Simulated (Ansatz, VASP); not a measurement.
This is a calculation of B for VASP 6.6.1.

Contents of INCAR:

```
PREC = Accurate
ENCUT = 520
EDIFF = 1E-6
ISMEAR = -1
SIGMA = 0.05
LREAL = F
LASPH = T
NELM = 100
ALGO = Normal
ISIF = 2
LWAVE = F
LCHARG = T
GGA = PE
LELF = T
LVHAR = T
NBANDS = 8
```

Contents of KPOINTS:

```
regular mesh
0
Gamma
  14 14 14
```

The input POSCAR:

```
B
1.0
    1.8852400000      0.0000000000      0.0000000000
    0.0000000000      1.8852400000      0.0000000000
    0.0000000000      0.0000000000      1.8852400000
B
1
Direct
    0.5000000000      0.5000000000      0.5000000000
```

Potentials or basis: VASP PAW PBE potentials, release 64 (B).

The run is started by

```console
$ cat potpaw_PBE.64/B/POTCAR > POTCAR
$ mpirun -np 1 vasp_std > vasp.out
```

**Question.** Set up the same calculation for Ansatz 0.2.0. Potentials there: Ansatz PAW.

**Answer.** As run (the cutoff follows the program's own potentials):

The input input.yaml:

```yaml
crystal:
  lattice:
    - [1.88524, 0.0, 0.0]
    - [0.0, 1.88524, 0.0]
    - [0.0, 0.0, 1.88524]
  atoms:
    - { symbol: B, position: [0.5, 0.5, 0.5] }
hamiltonian:
  xc: pbe
  pseudopotentials: { kind: paw }
kpoints:
  mp_grid: { grid: [14, 14, 14] }
scf:
  occupations: { method: fermi_dirac, width: 0.05 }
output:
  forces: true
  stress: true
  eigenvalues: true
```

Potentials or basis: Ansatz PAW.

Command:

```bash
$ ansatz run input.yaml --threads 1 --pin off --max-ram 3584MiB --backend cpu --events-out ev --progress --plain --runs-dir out
```

Both were run:

|  | VASP | Ansatz | Ansatz less VASP |
| --- | --- | --- | --- |
| gap on the k mesh at the Fermi level (eV) | none | none | - |
| pressure (GPa) | 0.4 | 0.3 | -0.06 |

A gap of «none» marks a metal or a gap that the smearing closes. The functional is the same, so the differences come from potentials, cutoffs and numerics.
